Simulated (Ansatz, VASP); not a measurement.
## Two plane-wave programs on AlN

```
CELL_PARAMETERS angstrom
3.13060 0.00000 0.00000
-1.56530 2.71118 0.00000
0.00000 0.00000 5.01298
ATOMIC_POSITIONS crystal
Al 0.66667 0.33333 0.00000
Al 0.33333 0.66667 0.50000
N 0.66667 0.33333 0.38200
N 0.33333 0.66667 0.88200
```

Change from the starting cell: volume scaled by 1.02, ions relaxed.

Alike in both runs: functional PBE; k mesh 11 × 11 × 6; occupations fermi-dirac, width 0.02 eV; no spin polarisation.

Ansatz relaxed the structure, and its values are those at the end. VASP's run is a single point on that final structure, the one shown.

|  | VASP | Ansatz |
| --- | --- | --- |
| version | VASP 6.6.1 | Ansatz 0.2.0 |
| potentials or method | VASP PAW PBE potentials, release 64 (Al, N) | plane-wave PAW, scalar-relativistic |
| plane-wave cutoff (eV) | 520 | 420 |
| valence electrons in the cell | 16 | 16 |

Ansatz gave:

| Property | Result |
| --- | --- |
| gap on the k mesh at the Fermi level (eV) | 4.03 |
| pressure (GPa) | 0.1 |
| rms of the force components (eV/Å) | 0.009 |

Estimate VASP's values.

gap on the k mesh at the Fermi level (eV): 4.04; pressure (GPa): -0.1; rms of the force components (eV/Å): 0.009.

With one functional, cell and mesh, what is left measures potentials, basis and numerics. Ansatz warned: «stress_scf_threshold_loose».

Caveats: an odd mesh through Γ misses points on the zone boundary, where band edges often lie.
